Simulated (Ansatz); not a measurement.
# C (P4/mmm) in Ansatz: a series of runs, part 2 of 2

Ansatz 0.2.0. The steps go on from the part before.

### Step 3. Relaxation of cell and atoms, PBE+D3(BJ)

Input file input.yaml:

```yaml
crystal:
  lattice:
    - [4.25517, 0.0, 0.0]
    - [0.0, 4.25517, 0.0]
    - [0.0, 0.0, 1.28229]
  atoms:
    - { symbol: C, position: [0.5, 0.5, 0.5] }
hamiltonian:
  xc: pbe
  pseudopotentials: { kind: paw }
  dispersion: d3bj
kpoints:
  mp_grid: { grid: [6, 6, 20] }
scf:
  occupations: { method: fermi_dirac, width: 0.05 }
output:
  forces: true
  stress: true
  eigenvalues: true
relax:
  f_tol: 0.01
  max_steps: 40
  cell: { stress_tol: 0.05 }
```

Potentials or basis: Ansatz PAW.

On the command line:

```console
> ansatz run input.yaml --threads 2 --pin off --max-ram 5632MiB --backend cpu --events-out ev --progress --plain --runs-dir out
```

What it wrote:

```text
Warning: RAYON_NUM_THREADS=2 ignored (pool sized by the plan → 2); use --threads N
Engine: ansatz 0.2.0, aarch64-unknown-linux-gnu
Pseudopotentials: kind: paw
Pseudopotential: C, paw, valence charge 4, recommended cutoff 420 eV (normal), C.paw.azcp
Functional definition: PBE
  parameter kappa = 0.804
  parameter beta = 0.06672455060314922
  exchange = pbe_x(kappa = kappa, mu = beta*pi^2/3)
  correlation = pbe_c(beta = beta)
Crystal: 1 atoms, lattice volume = 23.218 Å³
Basis set: ecut = 420 eV, 445 PW (Γ), exchange–correlation on 60×60×18 points (8 copies of the dense FFT grid, shifted against one another)
Bands: 6, of which v1, the nominal top of the filled ones, is band 2 counted from 1 (1 counted from 0)
Symmetry: 16 space group operations
Space group: P4/mmm (ITA 123), of the structure as read, at distance tolerance 2.9e-5 Å
k-points: 110 of 720
Non-local potential: C, projectors of the file, l = 0: 2, l = 1: 2, l = 2: 1
PAW form: soft (Blöchl's): semilocal exchange-correlation on the pseudo side does not see the compensation charge
PAW one-centre angular grid: C, 110 points (default); XC on 64 Gauss nodes
[... 179 lines left out ...]
  E_vpaw       = -6.886941  (= ΣTr[D̂ρ^β])
  E_aug_tail   = 0.000008  (compensation charges beyond the density's cutoff)
  E_ewald      = -87.802753
  E_disp       = -0.119801  (pairwise vdW)
  E_smearing   = -0.000140  (= −TS)
  E_closure    = 0.000000  (closes the sum)
  Σ components = -250.055752   (vs F -250.055752, Δ=0.00e0)
--- Forces (eV/Å), atoms counted from 1 ---
  atom   1  C     -0.00000000     0.00000000    -0.00000000
  max |Σ_I F_I| component: 1.10e-29 eV/Å
--- Stress (GPa, compression-positive) ---
       -0.018146       0.000000       0.000000
        0.000000      -0.018146       0.000000
        0.000000       0.000000      -0.032936
  P = ⅓ Tr σ = -0.0231 GPa (-0.231 kbar)
--- Band table (eV; the first three rows and the last of 110) ---
  k-point 0: bands = ["-14.4856", "-2.3295", "-2.3295", "7.1539", "12.1224", "21.4501"]
  k-point 1: bands = ["-14.3507", "-2.1150", "-2.1150", "7.3210", "12.3508", "21.6706"]
  k-point 2: bands = ["-13.9505", "-1.4733", "-1.4733", "7.8165", "13.0361", "22.3307"]
  k-point 109: bands = ["-6.8824", "11.2370", "12.9795", "12.9795", "24.0391", "24.0391"]
--- Relaxed structure (12 steps of the walk, 11 accepted, 3 SCFs on fresh bases) ---
  F+E_penalty+E_count = -250.05575160 eV   max|allowed force component| = 0.000e0 eV/Å   (the final SCF, on the basis selected at the relaxed cell)
  cell:  # Å, volume = 13.7468 Å³
    - [3.274791413000677, 4.2371716640514584e-33, 0.0]
    - [4.2371716640514584e-33, 3.274791413000677, 0.0]
    - [0.0, 0.0, 1.2818393911480856]
  atoms:
    - { symbol: C, position: [0.5, 0.5, 0.5000000000000001] }
```

It took 11 s on 2 threads of Arm Neoverse V1, shared host; peak memory 0.27 GiB.

Results:

* Free energy: -250.0558 eV
* Relaxed volume: 13.75 Å³/atom
* Relaxed cell: a = 3.275 Å, b = 3.275 Å, c = 1.282 Å, α = 90.00°, β = 90.00°, γ = 90.00°
* Space group after relaxing (to 0.05 Å): P4/mmm (No. 123)
* Energy gained by relaxing: 72.2 meV/atom
* Ionic steps: 14
* Pressure after relaxing: 0.0 GPa
* Band gap on the k mesh: none (metal or under the smearing width)

Step by step:
```tsv
step	energy change (eV)	largest force (eV/Å)	volume (Å³)
1	0.0000	0.0000	23.22
2	-0.0055	0.0000	22.49
3	-0.0226	0.0000	20.32
4	-0.0413	0.0000	18.24
5	-0.0602	0.0000	16.28
6	-0.0738	0.0000	14.42
7	-0.0744	0.0000	14.27
8	-0.0748	0.0000	14.11
9	-0.0717	0.0000	14.11
10	-0.0731	0.0000	13.72
11	-0.0729	0.0000	13.80
12	-0.0722	0.0000	13.80
13	-0.0724	0.0000	13.75
14	-0.0722	0.0000	13.75
```

Final structure:
```
C
1.0
     3.27479    0.00000    0.00000
     0.00000    3.27479    0.00000
     0.00000    0.00000    1.28184
C
1
Direct
  0.50000 0.50000 0.50000
```

Levels at points of the mesh, in eV from the Fermi level:
| k point | band 1 | band 2 | band 3 | band 4 | band 5 |
| --- | --- | --- | --- | --- | --- |
| (0.00, 0.00, 0.00) | -16.62 | -4.46 | -4.46 | 5.02 | 9.99 |
| (0.00, 0.00, -0.50) | -9.09 | 8.08 | 11.52 | 11.52 | 24.41 |
| (0.00, -0.50, 0.00) | -16.25 | -6.39 | -4.26 | 8.85 | 9.33 |
| (0.00, -0.50, -0.50) | -9.05 | 8.62 | 10.70 | 11.60 | 20.84 |
| (-0.50, -0.50, 0.00) | -15.93 | -5.96 | -5.96 | 6.22 | 14.40 |
| (-0.50, -0.50, -0.50) | -9.01 | 9.11 | 10.85 | 10.85 | 21.91 |

Caveat: the volume moved by over 15 % at a fixed basis, so the end points are rough; the plane-wave basis is chosen anew once the cell has moved, so the energies of steps on either side of that aren't comparable; the pressure holds a Pulay correction of +0.4 GPa for the finite cutoff; pairwise dispersion overbinds metals, which lowers pressure and volume.

### Step 4. Relaxation of cell and atoms, PBE+D3(BJ)-ATM

input.yaml: that of step 3 with these lines changed.

```diff
@@ -10,3 +10,3 @@
   pseudopotentials: { kind: paw }
-  dispersion: d3bj
+  dispersion: d3bjatm
 kpoints:
```

On the command line:

```console
> ansatz run input.yaml --threads 2 --pin off --max-ram 5632MiB --backend cpu --events-out ev --progress --plain --runs-dir out
```

It took 13 s on 2 threads of Arm Neoverse V1, shared host; peak memory 0.27 GiB.

Results (log left out):

```
Free energy                            : -250.0506 eV
Relaxed volume                         : 13.84 Å³/atom
Relaxed cell                           : a = 3.285 Å, b = 3.285 Å, c = 1.282 Å, α = 90.00°, β = 90.00°, γ = 90.00°
Space group after relaxing (to 0.05 Å) : P4/mmm (No. 123)
Energy gained by relaxing              : 69.0 meV/atom
Ionic steps                            : 14
Pressure after relaxing                : 0.0 GPa
Band gap on the k mesh                 : none (metal or under the smearing width)
```

Step by step:
| step | energy change (eV) | largest force (eV/Å) | volume (Å³) |
| --- | --- | --- | --- |
| 1 | 0.0000 | 0.0000 | 23.22 |
| 2 | -0.0052 | 0.0000 | 22.52 |
| 3 | -0.0217 | 0.0000 | 20.34 |
| 4 | -0.0398 | 0.0000 | 18.26 |
| 5 | -0.0580 | 0.0000 | 16.29 |
| 6 | -0.0709 | 0.0000 | 14.44 |
| 7 | -0.0713 | 0.0000 | 14.32 |
| 8 | -0.0716 | 0.0000 | 14.21 |
| 9 | -0.0685 | 0.0000 | 14.21 |
| 10 | -0.0698 | 0.0000 | 13.85 |
| 11 | -0.0697 | 0.0000 | 13.90 |
| 12 | -0.0689 | 0.0000 | 13.90 |
| 13 | -0.0691 | 0.0000 | 13.84 |
| 14 | -0.0690 | 0.0000 | 13.84 |

Final structure:
```
CELL_PARAMETERS angstrom
3.28527 0.00000 0.00000
0.00000 3.28527 0.00000
0.00000 0.00000 1.28200
ATOMIC_POSITIONS crystal
C 0.50000 0.50000 0.50000
```

Levels at points of the mesh, in eV from the Fermi level:
```csv
k point,band 1,band 2,band 3,band 4,band 5,band 6
"(0.00, 0.00, 0.00)",-16.61,-4.47,-4.47,5.00,9.96,19.22
"(0.00, 0.00, -0.50)",-9.09,8.09,11.51,11.51,24.41,25.13
"(0.00, -0.50, 0.00)",-16.25,-6.38,-4.28,8.81,9.28,13.93
"(0.00, -0.50, -0.50)",-9.05,8.61,10.71,11.58,20.85,25.69
"(-0.50, -0.50, 0.00)",-15.93,-5.95,-5.95,6.22,14.30,14.30
"(-0.50, -0.50, -0.50)",-9.01,9.09,10.85,10.85,21.91,21.91
```

Caveat: the volume moved by over 15 % at a fixed basis, so the end points are rough; the plane-wave basis is chosen anew once the cell has moved, so the energies of steps on either side of that aren't comparable; the pressure holds a Pulay correction of +0.4 GPa for the finite cutoff; pairwise dispersion overbinds metals, which lowers pressure and volume.

### Step 5. Relaxation of cell and atoms, PBE+D4

input.yaml: that of step 4 with these lines changed.

```diff
@@ -10,3 +10,3 @@
   pseudopotentials: { kind: paw }
-  dispersion: d3bjatm
+  dispersion: d4
 kpoints:
```

On the command line:

```console
> ansatz run input.yaml --threads 2 --pin off --max-ram 5632MiB --backend cpu --events-out ev --progress --plain --runs-dir out
```

Run time: 12 s. Hardware: 2 threads of Arm Neoverse V1, shared host; peak memory 0.27 GiB.

It converged, with:

```
Free energy                            : -250.0575 eV
Relaxed volume                         : 13.77 Å³/atom
Relaxed cell                           : a = 3.277 Å, b = 3.277 Å, c = 1.282 Å, α = 90.00°, β = 90.00°, γ = 90.00°
Space group after relaxing (to 0.05 Å) : P4/mmm (No. 123)
Energy gained by relaxing              : 72.0 meV/atom
Ionic steps                            : 14
Pressure after relaxing                : 0.0 GPa
Band gap on the k mesh                 : none (metal or under the smearing width)
```

The path:
| step | energy change (eV) | largest force (eV/Å) | volume (Å³) |
| --- | --- | --- | --- |
| 1 | 0.0000 | 0.0000 | 23.22 |
| 2 | -0.0056 | 0.0000 | 22.48 |
| 3 | -0.0228 | 0.0000 | 20.31 |
| 4 | -0.0414 | 0.0000 | 18.24 |
| 5 | -0.0602 | 0.0000 | 16.27 |
| 6 | -0.0736 | 0.0000 | 14.42 |
| 7 | -0.0741 | 0.0000 | 14.28 |
| 8 | -0.0746 | 0.0000 | 14.13 |
| 9 | -0.0715 | 0.0000 | 14.13 |
| 10 | -0.0728 | 0.0000 | 13.75 |
| 11 | -0.0727 | 0.0000 | 13.82 |
| 12 | -0.0719 | 0.0000 | 13.82 |
| 13 | -0.0721 | 0.0000 | 13.77 |
| 14 | -0.0720 | 0.0000 | 13.77 |

Final structure:
```yaml
crystal:
  lattice:
    - [3.27729, 0.00000, 0.00000]
    - [0.00000, 3.27729, 0.00000]
    - [0.00000, 0.00000, 1.28185]
  atoms:
    - { symbol: C, position: [0.50000, 0.50000, 0.50000] }
```

Levels at points of the mesh, in eV from the Fermi level:
```tsv
k point	band 1	band 2	band 3	band 4	band 5	band 6
(0.00, 0.00, 0.00)	-16.62	-4.46	-4.46	5.02	9.98	19.29
(0.00, 0.00, -0.50)	-9.09	8.09	11.52	11.52	24.41	25.15
(0.00, -0.50, 0.00)	-16.25	-6.39	-4.27	8.84	9.32	13.97
(0.00, -0.50, -0.50)	-9.05	8.62	10.70	11.59	20.84	25.72
(-0.50, -0.50, 0.00)	-15.93	-5.96	-5.96	6.22	14.38	14.38
(-0.50, -0.50, -0.50)	-9.01	9.10	10.85	10.85	21.91	21.91
```

Caveat: the volume moved by over 15 % at a fixed basis, so the end points are rough; the plane-wave basis is chosen anew once the cell has moved, so the energies of steps on either side of that aren't comparable; the pressure holds a Pulay correction of +0.4 GPa for the finite cutoff; pairwise dispersion overbinds metals, which lowers pressure and volume.

### Step 6. For comparison

An earlier run on the cell as given: functional PBE; potentials or basis Ansatz PAW; cutoff 420 eV (not typed: the program's choice for these potentials); k mesh 6 × 6 × 20; occupations fermi-dirac, width 0.05 eV; no spin polarisation.

- Pressure: 0.2 GPa
- Band gap on the k mesh: none (metal or under the smearing width)

### Step 7. The runs side by side

```csv
task,level,cell,gap on the mesh (eV),pressure (GPa),relaxed volume (Å³/atom)
relaxation of cell and atoms,PBE,relaxed,none,0.0,15.75
relaxation of cell and atoms,PBE+D3(BJ),relaxed,none,0.0,13.75
relaxation of cell and atoms,PBE+D3(BJ)-ATM,relaxed,none,0.0,13.84
relaxation of cell and atoms,PBE+D4,relaxed,none,0.0,13.77
single point,PBE,as given,none,0.2,-
```

Alike in all rows: potentials or basis Ansatz PAW; no spin polarisation; k mesh 6 × 6 × 20; cutoff (eV) 420; smearing fermi-dirac 0.05 eV.

Caveats: the volume moved by over 15 % at a fixed basis, so the end points are rough (some runs); the plane-wave basis is chosen anew once the cell has moved, so the energies of steps on either side of that aren't comparable (some runs); pairwise dispersion overbinds metals, which lowers pressure and volume (some runs).

Total energies depend on the potentials used, so only differences within one code and one set of settings carry meaning.
